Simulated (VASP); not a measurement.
# SnTe (F-43m) in VASP: further runs

One crystal, SnTe, is run at these levels: PBEsol; tasks: single point.

All numbers are computed with VASP 6.6.1; they aren't measurements. Logs are shortened: lines on timing, memory, paths and dates and some standing lists are left out, and cuts for length are marked.

## Step 1: The structure

It takes space group F-43m (No. 216, cubic). Conventional cell: a = 7.222 Å, b = 7.222 Å, c = 7.222 Å, α = 90.00°, β = 90.00°, γ = 90.00°. Te (site symmetry -43m) has 4 Sn at 3.13 Å as nearest neighbours. Around Sn (site symmetry -43m) lie 4 Te at 3.13 Å.

Measurements of this composition are mostly on another form, of space group No. 225.

## Step 2: Single point, PBEsol, spin-orbit coupling, no magnetisation

INCAR reads:

```
  ALGO = Normal
  EDIFF = 1E-7
  ENCUT = 400
  GGA = PS
  GGA_COMPAT = False
  ISIF = 2
  ISMEAR = 0
  LASPH = True
  LCHARG = False
  LNONCOLLINEAR = True
  LORBIT = 11
  LREAL = False
  LSORBIT = True
  LWAVE = False
  MAGMOM = 0 0 0 0 0 0
  NBANDS = 36
  NELM = 100
  PREC = Accurate
  SIGMA = 0.02
```

KPOINTS reads:

```
k-points
0
Gamma
  5 5 5
```

POSCAR reads:

```
SnTe
1.0
    0.0000000000      3.6111460000      3.6111460000
    3.6111460000      0.0000000000      3.6111460000
    3.6111460000      3.6111460000      0.0000000000
Te Sn
1 1
Direct
    0.2500000000      0.2500000000      0.2500000000
    0.0000000000      0.0000000000      0.0000000000
```

Potentials or basis: VASP PAW PBE potentials, release 64 (Te, Sn_d).

Launch:

```console
$ cat potpaw_PBE.64/Te/POTCAR potpaw_PBE.64/Sn_d/POTCAR > POTCAR
$ mpirun -np 1 vasp_ncl > vasp.out
```

OUTCAR:

```text
EDIFF = 1E-7
   ENCUT = 400
   GGA = PS
   ISIF = 2
   ISMEAR = 0
   LASPH = True
   LNONCOLLINEAR = True
   LORBIT = 11
   LREAL = False
   LSORBIT = True
   NELM = 100
   PREC = Accurate

 Found     14 irreducible k-points:

 Following reciprocal coordinates:
            Coordinates               Weight
  0.000000  0.000000  0.000000      1.000000
  0.200000  0.000000  0.000000      4.000000
 -0.200000  0.000000  0.000000      4.000000
  0.400000  0.000000  0.000000      4.000000
 -0.400000  0.000000  0.000000      4.000000
  0.200000  0.200000  0.000000      6.000000
   k-points           NKPTS =     14   k-points in BZ     NKDIM =     14   number of bands    NBANDS=     36
   number of dos      NEDOS =    301   number of ions     NIONS =      2
   total plane-waves  NPLWV =  46656
   dimension x,y,z NGX =    36 NGY =   36 NGZ =   36
   dimension x,y,z NGXF=    72 NGYF=   72 NGZF=   72
   ions per type =               1   1
   NGX,Y,Z   is equivalent  to a cutoff of  11.72, 11.72, 11.72 a.u.
   NGXF,Y,Z  is equivalent  to a cutoff of  23.44, 23.44, 23.44 a.u.
 SYSTEM =  unknown system
   PREC   = accura    normal or accurate (medium, high low for compatibility)
   ISTART =      0    job   : 0-new  1-cont  2-samecut
   ICHARG =      2    charge: 1-file 2-atom 10-const
   ISPIN  =      1    spin polarized calculation?
   LNONCOLLINEAR =      T non collinear calculations
   LSORBIT =      T    spin-orbit coupling
   LASPH  =      T    aspherical Exc in radial PAW
   ENCUT  =  400.0 eV  29.40 Ry    5.42 a.u.   8.33  8.33  8.33*2*pi/ulx,y,z
   NELM   =    100;   NELMIN=  2; NELMDL= -5     # of ELM steps
   EDIFF  = 0.1E-06   stopping-criterion for ELM
   LREAL  =      F    real-space projection
   EDIFFG = 0.1E-05   stopping-criterion for IOM
   NSW    =      0    number of steps for IOM
   IBRION =     -1    ionic relax: 0-MD 1-quasi-New 2-CG
   NFREE  =      0    steps in history (QN), initial steepest desc. (CG)
   ISIF   =      2    stress and relaxation
   ISYM   =      2    0-nonsym 1-usesym 2-fastsym
   POTIM  = 0.5000    time-step for ionic-motion
   TEBEG  =    0.0;   TEEND  =   0.0 temperature during run
   PSTRESS=    0.0 pullay stress
   NELECT =      20.0000    total number of electrons
   NUPDOWN=      -1.0000    fix difference up-down
   EMIN   =  10.00;   EMAX   =-10.00  energy-range for DOS
   EFERMI =   0.00;   METHOD = LEGACY
   ISMEAR =     0;   SIGMA  =   0.02  broadening in eV -4-tet -1-fermi 0-gaus
   EFERMI_NEDOS =   21; number of points for ismear=-14 and -15
   IALGO  =     38    algorithm
   IMIX   =      4    mixing-type and parameters
     AMIX     =   0.40;   BMIX     =  1.00
[... 261 lines left out ...]
  in kB      -13.2062086    -13.2062086    -13.2062086      0.0000000      0.0000000      0.0000000
  external PRESSURE =     -13.2062086 kB  Pullay stress =       0.0000000 kB

 VOLUME and BASIS-vectors are now :
 -----------------------------------------------------------------------------
  energy-cutoff  :      400.00
  volume of cell :       94.18
      direct lattice vectors                 reciprocal lattice vectors
     0.000000000  3.611146000  3.611146000    -0.138460201  0.138460201  0.138460201
     3.611146000  0.000000000  3.611146000     0.138460201 -0.138460201  0.138460201
     3.611146000  3.611146000  0.000000000     0.138460201  0.138460201 -0.138460201

 POSITION                                       TOTAL-FORCE (eV/Angst)
 -----------------------------------------------------------------------------------
      1.80557      1.80557      1.80557        -0.000000      0.000000      0.000000
      0.00000      0.00000      0.00000         0.000000     -0.000000     -0.000000
 -----------------------------------------------------------------------------------
    total drift:                                0.000000      0.000000      0.000000

  FREE ENERGIE OF THE ION-ELECTRON SYSTEM (eV)
  ---------------------------------------------------
  free  energy   TOTEN  =        -7.7651002635 eV

  energy  without entropy=       -7.7651002635  energy(sigma->0) =       -7.76510026

 Spin-Orbit-Coupling matrix elements

 Ion:    1  E_soc:     -0.2260412
 l=   1
     0.0000000    -0.0376726    -0.0376726
    -0.0376726     0.0000000    -0.0376726
    -0.0376726    -0.0376726     0.0000000
 l=   2
     0.0000000     0.0000078     0.0000000     0.0000078    -0.0000087
     0.0000078     0.0000000    -0.0000065     0.0000078    -0.0000022
     0.0000000    -0.0000065     0.0000000    -0.0000065     0.0000000
     0.0000078     0.0000078    -0.0000065     0.0000000    -0.0000022
    -0.0000087    -0.0000022     0.0000000    -0.0000022     0.0000000
 l=   3
     0.0000000     0.0000000     0.0000000     0.0000000     0.0000000     0.0000000     0.0000000
     0.0000000     0.0000000     0.0000000     0.0000000     0.0000000     0.0000000     0.0000000
     0.0000000     0.0000000     0.0000000     0.0000000     0.0000000     0.0000000     0.0000000
     0.0000000     0.0000000     0.0000000     0.0000000     0.0000000     0.0000000     0.0000000
     0.0000000     0.0000000     0.0000000     0.0000000     0.0000000     0.0000000     0.0000000
     0.0000000     0.0000000     0.0000000     0.0000000     0.0000000     0.0000000     0.0000000
     0.0000000     0.0000000     0.0000000     0.0000000     0.0000000     0.0000000     0.0000000

 Ion:    2  E_soc:     -0.1058478
 l=   1
     0.0000000    -0.0114854    -0.0114854
    -0.0114854     0.0000000    -0.0114854
    -0.0114854    -0.0114854     0.0000000
 l=   2
     0.0000000    -0.0012476     0.0000000    -0.0012476    -0.0049083
    -0.0012476     0.0000000    -0.0036812    -0.0012476    -0.0012271
     0.0000000    -0.0036812     0.0000000    -0.0036812     0.0000000
    -0.0012476    -0.0012476    -0.0036812     0.0000000    -0.0012271
    -0.0049083    -0.0012271     0.0000000    -0.0012271     0.0000000
 l=   3
     0.0000000     0.0000000     0.0000000     0.0000000     0.0000000     0.0000000     0.0000000
     0.0000000     0.0000000     0.0000000     0.0000000     0.0000000     0.0000000     0.0000000
     0.0000000     0.0000000     0.0000000     0.0000000     0.0000000     0.0000000     0.0000000
     0.0000000     0.0000000     0.0000000     0.0000000     0.0000000     0.0000000     0.0000000
     0.0000000     0.0000000     0.0000000     0.0000000     0.0000000     0.0000000     0.0000000
     0.0000000     0.0000000     0.0000000     0.0000000     0.0000000     0.0000000     0.0000000
     0.0000000     0.0000000     0.0000000     0.0000000     0.0000000     0.0000000     0.0000000

 total charge

# of ion       s       p       d       tot
------------------------------------------
    1        1.394   1.943   0.016   3.353
    2        1.390   0.703   9.958  12.052
--------------------------------------------------
tot          2.784   2.646   9.974  15.404

 magnetization (x)

# of ion       s       p       d       tot
------------------------------------------
    1       -0.000  -0.000  -0.000  -0.000
    2        0.000   0.000  -0.000  -0.000
--------------------------------------------------
tot         -0.000  -0.000  -0.000  -0.000

 magnetization (y)

# of ion       s       p       d       tot
------------------------------------------
    1        0.000  -0.000   0.000  -0.000
    2        0.000   0.000   0.000   0.000
--------------------------------------------------
tot          0.000  -0.000   0.000  -0.000

 magnetization (z)

# of ion       s       p       d       tot
------------------------------------------
    1        0.000   0.000   0.000   0.000
    2        0.000   0.000  -0.000  -0.000
--------------------------------------------------
tot          0.000   0.000  -0.000   0.000
```

OSZICAR:

```text
N       E                     dE             d eps       ncg     rms          rms(c)
DAV:   1     0.145426275593E+03    0.14543E+03   -0.76475E+03  1024   0.963E+02
DAV:   2     0.125831100517E+02   -0.13284E+03   -0.12717E+03  1028   0.277E+02
DAV:   3    -0.698072930263E+01   -0.19564E+02   -0.19244E+02  1192   0.110E+02
DAV:   4    -0.787348635496E+01   -0.89276E+00   -0.89086E+00  1164   0.260E+01
DAV:   5    -0.791082994041E+01   -0.37344E-01   -0.37341E-01  1408   0.494E+00    0.494E+00
DAV:   6    -0.776884601184E+01    0.14198E+00   -0.26098E-01  1268   0.296E+00    0.323E+00
DAV:   7    -0.776428333291E+01    0.45627E-02   -0.71016E-02  1240   0.100E+00    0.168E+00
DAV:   8    -0.776403279273E+01    0.25054E-03   -0.29339E-03  1116   0.402E-01    0.670E-01
DAV:   9    -0.776449261220E+01   -0.45982E-03   -0.14492E-03  1220   0.257E-01    0.160E-01
DAV:  10    -0.776486636248E+01   -0.37375E-03   -0.31516E-04  1096   0.113E-01    0.426E-02
DAV:  11    -0.776506643923E+01   -0.20008E-03   -0.16829E-04  1112   0.537E-02    0.211E-02
DAV:  12    -0.776509729421E+01   -0.30855E-04   -0.34773E-05  1132   0.254E-02    0.207E-02
DAV:  13    -0.776509906612E+01   -0.17719E-05   -0.31341E-06  1016   0.886E-03    0.917E-03
DAV:  14    -0.776510011198E+01   -0.10459E-05   -0.13013E-06   952   0.511E-03    0.244E-03
DAV:  15    -0.776510023109E+01   -0.11911E-06   -0.16581E-07  1040   0.374E-03    0.256E-03
DAV:  16    -0.776510026346E+01   -0.32374E-07   -0.23453E-08   860   0.113E-03
   1 F= -.77651003E+01 E0= -.77651003E+01  d E =-.194920E-11  mag=     0.0000    -0.0000    -0.0000
```

Run time: 55 s. Hardware: 1 thread of Intel Xeon 6975P-C (Granite Rapids), shared host; peak memory 0.39 GiB.

The run converged, but some of its settings lie outside the range that counts as converged, so its numbers aren't taken as properties of the crystal.

Results:

```
Free energy                                           : -7.7651 eV
Pressure                                              : -1.3 GPa
Valence electrons inside the program's atomic spheres : Te 3.35; Sn 12.05
```

Caveat: the PAW data sets were made with another functional, which shifts forces and pressure a little.

## Step 3: Single point, PBEsol, spin-orbit coupling, no magnetisation

Edit INCAR of step 2 so:

```diff
@@ -2,3 +2,3 @@
   EDIFF = 1E-7
-  ENCUT = 400
+  ENCUT = 350
   GGA = PS
```

KPOINTS reads:

```
k-points
0
Gamma
  6 6 6
```

POSCAR is that of step 2.

Potentials or basis: VASP PAW PBE potentials, release 64 (Te, Sn_d).

Launch:

```console
$ cat potpaw_PBE.64/Te/POTCAR potpaw_PBE.64/Sn_d/POTCAR > POTCAR
$ mpirun -np 1 vasp_ncl > vasp.out
```

Run time: 66 s. Hardware: 1 thread of Intel Xeon 6975P-C (Granite Rapids), shared host; peak memory 0.32 GiB.

The run converged, but some of its settings lie outside the range that counts as converged, so its numbers aren't taken as properties of the crystal.

Results:

```
Free energy                                           : -7.7636 eV
Pressure                                              : -1.5 GPa
Valence electrons inside the program's atomic spheres : Te 3.35; Sn 12.05
```

Caveat: the PAW data sets were made with another functional, which shifts forces and pressure a little.

## Step 4: Single point, PBEsol, spin-orbit coupling, no magnetisation

Edit INCAR of step 3 so:

```diff
@@ -17,3 +17,3 @@
   NELM = 100
-  PREC = Accurate
+  PREC = Normal
   SIGMA = 0.02
```

KPOINTS is that of step 3.

POSCAR is that of step 3.

Potentials or basis: VASP PAW PBE potentials, release 64 (Te, Sn_d).

Launch:

```console
$ cat potpaw_PBE.64/Te/POTCAR potpaw_PBE.64/Sn_d/POTCAR > POTCAR
$ mpirun -np 1 vasp_ncl > vasp.out
```

OUTCAR:

```text
EDIFF = 1E-7
   ENCUT = 350
   GGA = PS
   ISIF = 2
   ISMEAR = 0
   LASPH = True
   LNONCOLLINEAR = True
   LORBIT = 11
   LREAL = False
   LSORBIT = True
   NELM = 100
   PREC = Normal

 Found     22 irreducible k-points:

 Following reciprocal coordinates:
            Coordinates               Weight
  0.000000  0.000000  0.000000      1.000000
  0.166667  0.000000  0.000000      4.000000
 -0.166667  0.000000  0.000000      4.000000
  0.333333  0.000000  0.000000      4.000000
 -0.333333  0.000000  0.000000      4.000000
  0.500000  0.000000  0.000000      4.000000
[... 356 lines left out ...]
    -0.0012452    -0.0012452    -0.0036743     0.0000000    -0.0012248
    -0.0048991    -0.0012248     0.0000000    -0.0012248     0.0000000
 l=   3
     0.0000000     0.0000000     0.0000000     0.0000000     0.0000000     0.0000000     0.0000000
     0.0000000     0.0000000     0.0000000     0.0000000     0.0000000     0.0000000     0.0000000
     0.0000000     0.0000000     0.0000000     0.0000000     0.0000000     0.0000000     0.0000000
     0.0000000     0.0000000     0.0000000     0.0000000     0.0000000     0.0000000     0.0000000
     0.0000000     0.0000000     0.0000000     0.0000000     0.0000000     0.0000000     0.0000000
     0.0000000     0.0000000     0.0000000     0.0000000     0.0000000     0.0000000     0.0000000
     0.0000000     0.0000000     0.0000000     0.0000000     0.0000000     0.0000000     0.0000000

 total charge

# of ion       s       p       d       tot
------------------------------------------
    1        1.394   1.943   0.016   3.352
    2        1.390   0.703   9.957  12.051
--------------------------------------------------
tot          2.785   2.646   9.973  15.403

 magnetization (x)

# of ion       s       p       d       tot
------------------------------------------
    1        0.000   0.000   0.000   0.000
    2        0.000  -0.000   0.000  -0.000
--------------------------------------------------
tot          0.000  -0.000   0.000  -0.000

 magnetization (y)

# of ion       s       p       d       tot
------------------------------------------
    1        0.000  -0.000   0.000  -0.000
    2       -0.000  -0.000   0.000  -0.000
--------------------------------------------------
tot         -0.000  -0.000   0.000  -0.000

 magnetization (z)

# of ion       s       p       d       tot
------------------------------------------
    1        0.000   0.000  -0.000   0.000
    2        0.000   0.000   0.000   0.000
--------------------------------------------------
tot          0.000   0.000  -0.000   0.000
```

OSZICAR:

```text
N       E                     dE             d eps       ncg     rms          rms(c)
DAV:   1     0.138212182754E+03    0.13821E+03   -0.71446E+03  1620   0.869E+02
DAV:   2     0.110455279201E+02   -0.12717E+03   -0.12165E+03  1688   0.259E+02
DAV:   3    -0.708763783811E+01   -0.18133E+02   -0.17800E+02  1876   0.105E+02
DAV:   4    -0.787777862118E+01   -0.79014E+00   -0.78884E+00  1888   0.246E+01
DAV:   5    -0.790962457583E+01   -0.31846E-01   -0.31844E-01  2224   0.450E+00    0.495E+00
DAV:   6    -0.776736885703E+01    0.14226E+00   -0.25601E-01  1960   0.288E+00    0.323E+00
DAV:   7    -0.776322769814E+01    0.41412E-02   -0.71228E-02  1936   0.100E+00    0.171E+00
DAV:   8    -0.776266619403E+01    0.56150E-03   -0.33931E-03  1768   0.422E-01    0.687E-01
DAV:   9    -0.776315107239E+01   -0.48488E-03   -0.15328E-03  1884   0.251E-01    0.160E-01
DAV:  10    -0.776346551755E+01   -0.31445E-03   -0.56833E-04  1676   0.144E-01    0.433E-02
DAV:  11    -0.776370037308E+01   -0.23486E-03   -0.33089E-04  1692   0.993E-02    0.301E-02
DAV:  12    -0.776371566542E+01   -0.15292E-04   -0.64444E-05  1708   0.414E-02    0.178E-02
DAV:  13    -0.776371824770E+01   -0.25823E-05   -0.26467E-05  1896   0.183E-02    0.828E-03
DAV:  14    -0.776371941738E+01   -0.11697E-05   -0.20932E-06  1816   0.957E-03    0.554E-03
DAV:  15    -0.776371990197E+01   -0.48459E-06   -0.49591E-07  1532   0.321E-03    0.425E-03
DAV:  16    -0.776372001060E+01   -0.10863E-06   -0.15697E-07  1536   0.171E-03    0.181E-03
DAV:  17    -0.776372002120E+01   -0.10602E-07   -0.19889E-08  1244   0.100E-03
   1 F= -.77637200E+01 E0= -.77636021E+01  d E =-.235857E-03  mag=     0.0000    -0.0000     0.0000
```

It took 28 s on 1 thread of Intel Xeon 6975P-C (Granite Rapids), shared host; peak memory 0.23 GiB.

The run converged, but some of its settings lie outside the range that counts as converged, so its numbers aren't taken as properties of the crystal.

What came out:

| Item | Value |
| --- | --- |
| Free energy | -7.7637 eV |
| Pressure | -1.5 GPa |
| Valence electrons inside the program's atomic spheres | Te 3.35; Sn 12.05 |

Caveat: the PAW data sets were made with another functional, which shifts forces and pressure a little.

## Step 5: Single point, PBEsol, spin-orbit coupling, no magnetisation

Edit INCAR of step 4 so:

```diff
@@ -2,3 +2,3 @@
   EDIFF = 1E-7
-  ENCUT = 350
+  ENCUT = 400
   GGA = PS
@@ -17,3 +17,3 @@
   NELM = 100
-  PREC = Normal
+  PREC = Accurate
   SIGMA = 0.02
```

KPOINTS is that of step 4.

POSCAR is that of step 4.

Launch:

```console
$ cat potpaw_PBE.64/Te/POTCAR potpaw_PBE.64/Sn_d/POTCAR > POTCAR
$ mpirun -np 1 vasp_ncl > vasp.out
```

Run time: 1.8 min. Hardware: 1 thread of Intel Xeon 6975P-C (Granite Rapids), shared host; peak memory 0.41 GiB.

These settings aren't checked as converged: the numbers below hold their error.

Results:

```yaml
Free_energy: -7.7650 eV
Pressure: -1.3 GPa
Valence_electrons_inside_the_program's_atomic_spheres: Te 3.35; Sn 12.05
```

Caveat: the PAW data sets were made with another functional, which shifts forces and pressure a little.

## Step 6: Single point, PBEsol, spin-orbit coupling, no magnetisation

Edit INCAR of step 5 so:

```diff
@@ -2,3 +2,3 @@
   EDIFF = 1E-7
-  ENCUT = 400
+  ENCUT = 500
   GGA = PS
```

KPOINTS is that of step 5.

POSCAR is that of step 5.

Potentials or basis: VASP PAW PBE potentials, release 64 (Te, Sn_d).

Launch:

```console
$ cat potpaw_PBE.64/Te/POTCAR potpaw_PBE.64/Sn_d/POTCAR > POTCAR
$ mpirun -np 1 vasp_ncl > vasp.out
```

Run time: 2.9 min. Hardware: 1 thread of Intel Xeon 6975P-C (Granite Rapids), shared host; peak memory 0.53 GiB.

These settings aren't checked as converged: the numbers below hold their error.

Results:

```
Free energy                                           : -7.7652 eV
Pressure                                              : -1.3 GPa
Valence electrons inside the program's atomic spheres : Te 3.35; Sn 12.05
```

Caveat: the PAW data sets were made with another functional, which shifts forces and pressure a little.
